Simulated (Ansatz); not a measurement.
**Mg in Ansatz: the effect of functional**

The system is Mg.

```
Mg
1.0
     3.18776    0.00000    0.00000
    -1.59388    2.76068    0.00000
     0.00000    0.00000    5.17533
Mg
2
Cartesian
  1.5939 0.9202 3.8815
  0.0000 1.8405 1.2938
```

The cell isn't the ideal one: volume scaled by 0.98.

Alike in all runs:

* Program: Ansatz 0.2.0
* Task: single point
* Potentials or basis: Ansatz PAW
* k mesh: 10 × 10 × 5
* Occupations: fermi-dirac, width 0.05 eV
* Spin: no spin polarisation

```tsv
functional	cutoff	pressure (GPa)
LDA	420 eV (not typed: the program's choice for these potentials)	-1.8
r2SCAN	500 eV (not typed: the program's choice for these potentials)	-0.3
PBE	420 eV (not typed: the program's choice for these potentials)	?
```

Task: What does the run with functional PBE give?

Result: Pressure 0.3 GPa.

Caveats: the PAW data sets come from PBE, with cores solved anew for the run's functional, which leaves a small shift of forces and pressure (some runs).
